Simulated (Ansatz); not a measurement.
# Cu$_{3}$Au (Pm-3m)

Method: DFT PBE, scalar-relativistic, plane waves, PAW in Ansatz 0.2.0.

Cutoff 420 eV; k points 12×12×12 on the computed 4-atom cell (Γ-centred); Gaussian smearing, width 0.10 eV; no spin polarisation.

The structure is relaxed at this level of theory with its symmetry kept. Whether it is the stable form of this composition wasn't checked.

Symmetry: Pm-3m, No. 221, cubic system. Conventional cell: a = 3.780 Å, b = 3.780 Å, c = 3.780 Å, α = 90.00°, β = 90.00°, γ = 90.00°. Cu (site symmetry 4/mmm) is surrounded by 8 Cu at 2.67 Å and 4 Au at 2.67 Å. Around Au (site symmetry m-3m) lie 12 Cu at 2.67 Å.

```
Volume per atom                                                   : 91.1 bohr³
Formation energy from the elements' standard states (uncorrected) : -0.041 eV/atom
Kohn–Sham band gap                                                : none (metal)
Density of states at the Fermi level                              : 1.04 states/eV per cell
Löwdin character within 0.5 eV of the Fermi level                 : Cu 4s 29 %, Cu 3d 26 %, Au 6s 12 %, Au 5d 8 %, unprojected 25 %
Bader charges (e)                                                 : Cu (3 in the cell) 0.18, Au (1 in the cell) -0.53
```

Spin-orbit coupling is left out, which matters for the bands of heavy elements.